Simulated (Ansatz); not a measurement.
## Step by step: In, relaxation of cell and atoms

Theory: DFT, PBE, PAW with Ansatz's default frozen-core files, scalar-relativistic (Ansatz 0.2.0).

Command: `ansatz run input.yaml --threads 1 --pin off --max-ram 2048MiB --backend cpu --events-out ev --progress --plain --runs-dir out` The run took 11 s on 1 thread of Arm Neoverse V1, with other jobs on the host.

```yaml
crystal:
  lattice:
    - [0.0, 3.2195088072, 3.2195088072]
    - [3.2195088072, 0.0, 3.2195088072]
    - [3.2195088072, 3.2195088072, 0.0]
  atoms:
    - { symbol: In, position: [0.0, 0.0, 0.0] }
    - { symbol: In, position: [0.25, 0.25, 0.25] }
kpoints:
  mp_grid: { grid: [9, 9, 9] }
scf:
  occupations: { method: fermi_dirac, width: 0.05 }
hamiltonian:
  xc: pbe
  pseudopotentials: { kind: paw }
output:
  forces: true
  stress: true
relax:
  f_tol: 0.005
  max_steps: 80
  cell: {}
```

No spin–orbit coupling, which matters for the heavy atoms here.

The cell is built from the diamond type as a first guess.

The cutoff is 420 eV; energies and pressures of the walk include the program's estimate of the Pulay term.

Each frame lists the cell vectors (Å), then Cartesian positions (Å); symmetry keeps all forces zero. Free energies count from the first step, -11194.9105 eV.

The walk took 5 evaluations in all; steps that aren't listed are left out.

Step 1: E = 0.0 meV, P = 4.15 GPa

```
cell 0.0000 3.2195 3.2195 3.2195 0.0000 3.2195 3.2195 3.2195 0.0000
In    0.0000    0.0000    0.0000
In    1.6098    1.6098    1.6098
```

Step 2: E = -104.8 meV, P = -0.23 GPa

```
cell 0.0000 3.3767 3.3767 3.3767 0.0000 3.3767 3.3767 3.3767 0.0000
In    0.0000    0.0000    0.0000
In    1.6883    1.6883    1.6883
```

Step 3: E = -105.4 meV, P = -0.06 GPa

```
cell 0.0000 3.3676 3.3676 3.3676 0.0000 3.3676 3.3676 3.3676 0.0000
In    0.0000    0.0000    0.0000
In    1.6838    1.6838    1.6838
```

Task: How does the relaxation end?

Result: It converges, with a = 6.730 Å, b = 6.730 Å, c = 6.730 Å, α = 90.00°, β = 90.00°, γ = 90.00° (conventional cell, space group Fd-3m). The last solve (on a basis chosen afresh for the final cell, so its energy is not quite comparable) gives E = -106.8 meV, P = -0.02 GPa:
```
cell 0.0000 3.3648 3.3648 3.3648 0.0000 3.3648 3.3648 3.3648 0.0000
In    0.0000    0.0000    0.0000
In    1.6824    1.6824    1.6824
```
